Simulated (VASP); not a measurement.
Sb, 1 atom in the cell. It takes space group Im-3m (No. 229, cubic). Conventional cell: a = 3.743 Å, b = 3.743 Å, c = 3.743 Å, α = 90.00°, β = 90.00°, γ = 90.00°. Sb (site symmetry m-3m) has 8 Sb at 3.24 Å as nearest neighbours. This isn't the form of Sb at room conditions, which is rhombohedral.

```yaml
Program: VASP 6.6.1
Task: single point
Functional: PBE
Potentials_or_basis: VASP PAW PBE potentials, release 64 (Sb)
Cutoff: 520 eV
k_mesh: 10 × 10 × 10
Occupations: gaussian, width 0.1 eV
Spin: no spin polarisation
Further_INCAR_settings: ALGO = Normal; EDIFF = 1e-07
```

Potentials or basis: VASP PAW PBE potentials, release 64 (Sb).

Run with:

```console
$ cat potpaw_PBE.64/Sb/POTCAR > POTCAR
$ mpirun -np 1 vasp_std > vasp.out
```

Hardware: 1 thread of AMD EPYC 7571, with other jobs on the host.

Question: Estimate the wall time of this run.

Answer: It took 20 s on 1 thread of AMD EPYC 7571, with other jobs on the host, peak memory 0.1 GiB. Counts: scf iterations 12, k points 47.
